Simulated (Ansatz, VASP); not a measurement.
**GaSb: VASP beside Ansatz**

```
Sb Ga
1.0
    -2.75343    2.75343    1.59071
     2.75343   -2.75343    1.59071
     2.75343    2.75343   -1.59071
Sb Ga
1 1
Direct
  0.00000 0.00000 0.00000
  0.75000 0.25000 0.50000
```

Alike in both runs: task single point; functional PBE; k mesh 10 × 10 × 10; occupations fermi-dirac, width 0.05 eV; no spin polarisation.

|  | VASP | Ansatz |
| --- | --- | --- |
| version | VASP 6.6.1 | Ansatz 0.2.0 |
| potentials or method | VASP PAW PBE potentials, release 64 (Sb, Ga_d), cutoff 520 eV | all-electron LAPW, scalar-relativistic |

```csv
,VASP,Ansatz,Ansatz less VASP
gap on the k mesh at the Fermi level (eV),none,none,-
pressure (GPa),0.1,0.2,+0.03
largest component of the traceless stress (GPa),0.65,0.61,-0.040
```

A gap of «none» marks a metal or a gap that the smearing closes. Ansatz ran all-electron here, so the differences hold the error of VASP's frozen core and of both bases.

Spin-orbit coupling is left out, which matters for the levels of Sb.
